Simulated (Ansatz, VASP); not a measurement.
## Two plane-wave programs on K

The input INCAR:

```
SYSTEM = K
PREC     = Accurate       ! precision mode
ENCUT    = 600            ! plane-wave cutoff, eV
EDIFF    = 1E-6           ! SCF threshold, eV
ISMEAR   = -1             ! smearing method
SIGMA    = 0.1            ! smearing width, eV
LREAL    = .False.        ! projectors in reciprocal space
LASPH    = .True.         ! aspherical terms in the spheres
NELM     = 100            ! most SCF steps
ALGO     = Normal         ! electronic algorithm
ISIF     = 3              ! what is computed and relaxed
LWAVE    = .False.        ! write WAVECAR
LCHARG   = .False.        ! write CHGCAR
IBRION   = 2              ! ionic algorithm
NSW      = 80             ! ionic steps
EDIFFG   = -0.01          ! ionic threshold
```

The input KPOINTS:

```
regular mesh
0
Gamma
  8 8 2
  0 0 0
```

The input POSCAR:

```
K
1.0
    4.6549393048      0.0000000000      0.0000000000
   -2.3274696524      4.0312956910      0.0000000000
    0.0000000000      0.0000000000     15.2030317694
K
4
Direct
    0.0000000000      0.0000000000      0.0000000000
    0.0000000000      0.0000000000      0.5000000000
    0.3333333333      0.6666666667      0.2500000000
    0.6666666667      0.3333333333      0.7500000000
```

Input for Ansatz:

```yaml
crystal:
  lattice:
    - [4.6549393048, 0.0, 0.0]
    - [-2.3274696524, 4.031295691, 0.0]
    - [0.0, 0.0, 15.2030317694]
  atoms:
    - { symbol: K, position: [0.0, 0.0, 0.0] }
    - { symbol: K, position: [0.0, 0.0, 0.5] }
    - { symbol: K, position: [0.3333333333, 0.6666666667, 0.25] }
    - { symbol: K, position: [0.6666666667, 0.3333333333, 0.75] }
hamiltonian:
  xc: lda
  pseudopotentials:
    kind: paw
    azcp:
      K: "pseudopotentials/K.paw.azcp"
basis:
  ecutwfc: 420
  fft_grid_basis: typed
kpoints:
  mp_grid: { grid: [8, 8, 2], shift: [0, 0, 0] }
magnetization:
  spin_polarized: false
scf:
  occupations: { method: fermi_dirac, width: 0.1 }
relax:
  max_steps: 60
  f_tol: 0.01
  cell: {}
```

The cell was built by a generator and needn't be a form met in nature.

Alike in both runs: task relaxation of cell and atoms; functional LDA; k mesh 8 × 8 × 2; occupations fermi-dirac, width 0.1 eV; no spin polarisation.

```csv
,VASP,Ansatz
version,VASP 6.6.1,Ansatz 0.2.0
potentials or method,"VASP PAW LDA potentials, release 64 (K_sv)","plane waves (420 eV) with PAW, scalar-relativistic"
plane-wave cutoff (eV),600,420
valence electrons in the cell,36,36
```

Ansatz gave:

| Item | Value |
| --- | --- |
| relaxed volume (Å³/atom) | 64.64 |
| relaxed cell length with the largest relative difference (Å) | 4.508 |
| energy change over the relaxation (meV/atom) | -8 |

Task: What did VASP give for the same quantities?

Result: Relaxed volume (Å³/atom): 64.44; relaxed cell length with the largest relative difference (Å): 4.502; energy change over the relaxation (meV/atom): -9.

Ansatz warned: «pseudo_functional_mismatch».
